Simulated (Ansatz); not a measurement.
# MgO (Fm-3m) in Ansatz: further runs

The runs below take MgO through single point, with PBE.

Program: Ansatz 0.2.0. These are calculated values, not measurements. Logs are shortened: lines on timing, memory, paths and dates and some standing lists are left out, and cuts for length are marked.

**Measured values to compare with.**

From “Electronic structure of alkaline earth and post-transition metal oxides”, 2009, arxiv:0908.1581, for a bulk crystal of MgO: band gap 7.83 eV.

The results are compared with them further down.

### Step 1. The crystal as given

The structure is cubic, space group Fm-3m (No. 225). The conventional cell has a = 4.194 Å, b = 4.194 Å, c = 4.194 Å, α = 90.00°, β = 90.00°, γ = 90.00°. Mg (site symmetry m-3m) has 6 O at 2.10 Å as nearest neighbours. O (site symmetry m-3m) has 6 Mg at 2.10 Å as nearest neighbours.

The cell is a database's computed one.

### Step 2. Single point, PBE

Input file input.yaml:

```yaml
crystal:
  lattice:
    - [0.0, 2.0970013927, 2.0970013927]
    - [2.0970013927, 0.0, 2.0970013927]
    - [2.0970013927, 2.0970013927, 0.0]
  atoms:
    - { symbol: Mg, position: [0.0, 0.0, 0.0] }
    - { symbol: O, position: [0.5, 0.5, 0.5] }
hamiltonian:
  xc: pbe
  pseudopotentials: { kind: paw }
kpoints:
  mp_grid: { grid: [11, 11, 11] }
scf:
  occupations: { method: gaussian, width: 0.012 }
output:
  forces: true
  stress: true
  eigenvalues: true
```

Potentials or basis: Ansatz PAW.

The run is started by

```console
> ansatz run input.yaml --threads 2 --pin off --max-ram 5632MiB --backend cpu --events-out ev --progress --plain --runs-dir out
```

What it wrote:

```text
Warning: RAYON_NUM_THREADS=2 ignored (pool sized by the plan → 2); use --threads N
Engine: ansatz 0.2.0, x86_64-unknown-linux-gnu
Pseudopotentials: kind: paw
Pseudopotential: Mg, paw, valence charge 10, recommended cutoff 420 eV (normal), Mg.paw.azcp
Pseudopotential: O, paw, valence charge 6, recommended cutoff 420 eV (normal), O.paw.azcp
Functional definition: PBE
  parameter kappa = 0.804
  parameter beta = 0.06672455060314922
  exchange = pbe_x(kappa = kappa, mu = beta*pi^2/3)
  correlation = pbe_c(beta = beta)
Crystal: 2 atoms, lattice volume = 18.443 Å³
Basis set: ecut = 420 eV, 339 PW (Γ), exchange–correlation on 40×40×40 points (8 copies of the dense FFT grid, shifted against one another)
Bands: 12, of which v1, the nominal top of the filled ones, is band 8 counted from 1 (7 counted from 0)
Symmetry: 48 space group operations
Space group: Fm-3m (ITA 225), of the structure as read, at distance tolerance 2.6e-5 Å
k-points: 56 of 1331
Non-local potential: Mg, projectors of the file, l = 0: 3, l = 1: 2, l = 2: 1
Non-local potential: O, projectors of the file, l = 0: 2, l = 1: 2, l = 2: 1
PAW form: soft (Blöchl's): semilocal exchange-correlation on the pseudo side does not see the compensation charge
PAW one-centre angular grid: Mg, 110 points (default); XC on 64 Gauss nodes
PAW one-centre angular grid: O, 110 points (default); XC on 64 Gauss nodes
Initial density: superposition of atomic densities (neutral atoms: chi_scale 0, normalization atom), corrected by the library's trained network
Initial wavefunctions: pseudopotential atomic-orbital guess
Functional: x = pbe(κ = 0.804, μ = 0.2195149727645171), c = pbe(β = 0.06672455060314922)
SCF iter   1: F=—  HF=-2494.121618 eV  |F-HF|=—  |Δ(HF+E_count)|=         —  Δρ=5.87e-4  dr2=8.10e-6  ethr=1.77e-3  ⟨swp⟩=5.9  Hψ=3983  notcnv=0
preconditioner: auto → none  [insulator: Δε(μ)=4.867 eV  Ē_g=18.688 eV  σ=0.012 eV  W_gap=1.00  n_scr=8 (ndim 8)  ℏωp=24.5 eV  f_vac=0.000  D(μ)=0.00/eV (n_scr^D=0)  ε∞_Penn≈2.7]
SCF iter   2: F=—  HF=-2494.122355 eV  |F-HF|=—  |Δ(HF+E_count)|=   7.38e-4  Δρ=4.40e-4  dr2=1.75e-5  ethr=5.06e-8  ⟨swp⟩=3.8  Hψ=2075  notcnv=0
SCF iter   3: F=—  HF=-2494.122374 eV  |F-HF|=—  |Δ(HF+E_count)|=   1.87e-5  Δρ=2.45e-4  dr2=4.79e-6  ethr=5.06e-8  ⟨swp⟩=3.0  Hψ=1088  notcnv=0
iter 4 did not close the SCF: its close was put off for the readings that it lacked (scf_convergence_deferred on its scf_iter line)
SCF iter   4: F=-2494.122391 eV  HF=-2494.122391 eV  |F-HF|=1.76e-8  |Δ(HF+E_count)|=   1.68e-5  Δρ=3.29e-5  dr2=7.20e-8  ethr=2.99e-8  ⟨swp⟩=2.2  Hψ=1026  notcnv=0
iter 5 did not close the SCF: its close was put off for the readings that it lacked (scf_convergence_deferred on its scf_iter line)
SCF iter   5: F=-2494.122391 eV  HF=-2494.122391 eV  |F-HF|=9.58e-9  |Δ(HF+E_count)|=   2.70e-8  Δρ=9.19e-6  dr2=8.87e-9  ethr=4.50e-10  ⟨swp⟩=2.2  Hψ=1100  notcnv=0
SCF iter   6: F=-2494.122391 eV  HF=-2494.122391 eV  |F-HF|=9.48e-10  |Δ(HF+E_count)|=   3.69e-9  Δρ=2.74e-6  dr2=6.19e-10  ethr=5.54e-11  ⟨swp⟩=1.7  Hψ=2054  notcnv=0
SCF 1 converged in 6 iterations: F = -2494.122391 eV  dr2 = 6.19e-10
SCF converged after 6 iterations
Free energy (F): -2494.122391 eV
Harris-Foulkes:  -2494.122391 eV  (|F-HF|=9.48e-10)
Internal energy: -2494.122391 eV  (E = F + TS)
E sigma→0 (E₀):  -2494.122391 eV
Fermi energy:    10.730720 eV
--- Per-component energies (eV) ---
  E_band       = -289.824664
  E_kinetic    = 256.228111
  E_local      = -1594.291187  (includes V_loc(G=0)·N_el)
  E_nonlocal   = 142.843500
  E_hartree    = 551.485666
  E_xc         = -105.411154
  E_vxc        = -135.097026  (∫ρ·V_xc dr)
  E_paw        = -450.061190  (= ΣΔE_a)
  E_vpaw       = -62.481100  (= ΣTr[D̂ρ^β])
  E_aug_tail   = 0.002518  (compensation charges beyond the density's cutoff)
  E_ewald      = -1294.918655
  E_smearing   = -0.000000  (= −TS)
  E_closure    = 0.000000  (closes the sum)
  Σ components = -2494.122391   (vs F -2494.122391, Δ=0.00e0)
--- Forces (eV/Å), atoms counted from 1 ---
  atom   1  Mg    -0.00000000     0.00000000     0.00000000
  atom   2  O      0.00000000    -0.00000000    -0.00000000
  max |Σ_I F_I| component: 1.52e-29 eV/Å
--- Stress (GPa, compression-positive) ---
        6.907520      -0.000000       0.000000
       -0.000000       6.907520       0.000000
        0.000000      -0.000000       6.907520
  P = ⅓ Tr σ = 6.9075 GPa (69.075 kbar)
--- Band table (eV; the first three rows and the last of 56) ---
  k-point 0: bands = ["-63.9555", "-30.6748", "-30.6748", "-30.6748", "-9.0220", "8.2960", "8.2960", "8.2960", "13.1654", "24.1918", "24.1918", "24.1918"]
  k-point 1: bands = ["-63.9547", "-30.6821", "-30.6755", "-30.6755", "-8.9294", "7.7456", "8.2390", "8.2390", "13.6951", "23.0919", "24.3956", "24.3956"]
  k-point 2: bands = ["-63.9528", "-30.7017", "-30.6774", "-30.6774", "-8.6707", "6.5696", "8.0896", "8.0896", "14.7693", "21.6442", "24.8524", "24.8524"]
  k-point 55: bands = ["-63.9433", "-30.7309", "-30.7275", "-30.7046", "-7.3919", "5.1787", "5.3886", "6.6519", "19.6291", "20.3185", "20.6405", "24.2964"]
```

Wall time 0.33 s (2 threads of Intel Xeon 6975P-C (Granite Rapids), shared host); peak memory 0.32 GiB.

Results:

| Property | Result |
| --- | --- |
| Free energy | -2494.1224 eV |
| Pressure | 6.9 GPa |
| Band gap on the k mesh | 4.87 eV, direct |

Caveat: odd divisions of the mesh miss points on the zone boundary, where band edges often lie, so the gap on the mesh can be too wide; the pressure holds a Pulay correction of +0.6 GPa for the finite cutoff.

### Step 3. Single point, PBE

input.yaml: that of step 2 with these lines changed.

```diff
@@ -14,3 +14,3 @@
 scf:
-  occupations: { method: gaussian, width: 0.012 }
+  occupations: { method: gaussian, width: 0.013 }
 output:
```

Potentials or basis: Ansatz PAW.

The run is started by

```console
> ansatz run input.yaml --threads 2 --pin off --max-ram 5632MiB --backend cpu --events-out ev --progress --plain --runs-dir out
```

Run time: 0.34 s. Hardware: 2 threads of Intel Xeon 6975P-C (Granite Rapids), shared host; peak memory 0.32 GiB.

It converged, with:

```yaml
Free_energy: -2494.1224 eV
Pressure: 6.9 GPa
Band_gap_on_the_k_mesh: 4.87 eV, direct
```

Levels at points of the mesh, in eV from the valence-band top:
```tsv
k point	band 4	band 5	band 6	band 7	band 8	band 9	band 10	band 11	band 12
(0.00, 0.00, 0.00)	-38.97	-17.32	0.00	0.00	0.00	4.87	15.90	15.90	15.90
```

Caveat: odd divisions of the mesh miss points on the zone boundary, where band edges often lie, so the gap on the mesh can be too wide; the pressure holds a Pulay correction of +0.6 GPa for the finite cutoff.

### Step 4. Comparison with measurements

Step 2. Against the measured gap of MgO, 7.83 eV (quoted in “Electronic structure of alkaline earth and post-transition metal oxides”, 2009, arxiv:0908.1581), the calculated 4.87 eV is off by -2.96 eV. The value is that of PBE, without temperature or zero-point motion. Semilocal functionals fall short of measured gaps as a rule. The cell is a database's relaxed one, not the measured one, which moves gaps too.

Step 3. A measured gap of MgO is 7.83 eV (quoted in “Electronic structure of alkaline earth and post-transition metal oxides”, 2009, arxiv:0908.1581); the calculated 4.87 eV misses it by -2.96 eV. The value is that of PBE, without temperature or zero-point motion. Semilocal functionals fall short of measured gaps as a rule. The cell is a database's relaxed one, not the measured one, which moves gaps too.
